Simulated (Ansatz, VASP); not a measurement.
# Two plane-wave programs on C

```
C
1.0
     2.42935    0.00000    0.00000
    -1.21467    2.10388    0.00000
     0.00000    0.00000    5.44279
C
4
Direct
  0.00000 0.00000 0.00250
  0.00000 0.00000 0.50250
  0.33333 0.66667 0.00250
  0.66667 0.33333 0.50250
```

Alike in both runs: functional PBE; dispersion D3(BJ); k mesh 18 × 18 × 8; occupations fermi-dirac, width 0.15 eV; no spin polarisation.

Ansatz relaxed the structure, and its values are those at the end. VASP's run is a single point on that final structure, the one shown.

|  | VASP | Ansatz |
| --- | --- | --- |
| version | VASP 6.6.1 | Ansatz 0.2.0 |
| potentials or method | VASP PAW PBE potentials, release 64 (C) | scalar-relativistic, plane waves, PAW |
| plane-wave cutoff (eV) | 520 | 420 |
| valence electrons in the cell | 16 | 16 |

```csv
,VASP,Ansatz,Ansatz less VASP
gap on the k mesh at the Fermi level (eV),none,none,-
pressure (GPa),25.6,25.0,-0.57
```

A gap of «none» marks a metal or a gap that the smearing closes.

Caveats: so large a pressure means that the cell lies far from this level's equilibrium, or that cutoff or potentials fall short (VASP); pairwise dispersion overbinds metals, which lowers pressure and volume.
